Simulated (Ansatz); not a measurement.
Wurtzite InN was calculated with revPBE in Ansatz (plane waves, PAW).

Numerical settings: plane-wave cutoff 520 eV, 12×12×6 k mesh (along the axes of the cell as run), Fermi–Dirac smearing 0.01 eV, scalar-relativistic PAW data made under PBE.

Energies at three volumes about the minimum:

```json
[
 {"V (Å³/atom)": "16.031", "E − E_lowest (meV/atom)": "2.46"},
 {"V (Å³/atom)": "16.358", "E − E_lowest (meV/atom)": "0.00"},
 {"V (Å³/atom)": "16.685", "E − E_lowest (meV/atom)": "2.24"}
]
```

Task: Fit a parabola by hand: where is the minimum, and what is the bulk modulus?

Result: Slopes: (0.00 − 2.46)/(16.358 − 16.031) = -7.523 and (2.24 − 0.00)/(16.685 − 16.358) = 6.850 meV/Å³. Curvature E″ = 2 × (6.850 − (-7.523))/(16.685 − 16.031) = 43.954 meV/Å⁶. From the middle of the first interval, the slope vanishes at V0 = 16.1945 − (-7.523)/43.954 = 16.366 Å³/atom. B = V0 E″ = 16.366 × 43.954 meV/Å³ × 0.1602 GPa per meV/Å³ = 115 GPa. The full Birch–Murnaghan fit to all volumes gives V0 = 16.360 Å³/atom and B0 = 115 GPa.

Shape and atoms are relaxed at each volume.

Measured, for comparison: bulk modulus 126 GPa (room temperature, not corrected to a static lattice; as tabulated in Phys. Rev. B 49, 14 (GaN and InN under pressure), abstract); equilibrium volume per atom 15.38 Å³/atom (300 K, not corrected to a static lattice; as tabulated in Wikipedia's data pages). Computed (rounded) less measured: bulk modulus -9 %, equilibrium volume per atom +6.4 %.

Note: the gap of the solid is closed in this run; this level leaves the solid without a gap, although one is measured; the bulk modulus comes from volumes at which shape and atoms were relaxed.

Ansatz is a quantum-chemistry and plane-wave program.
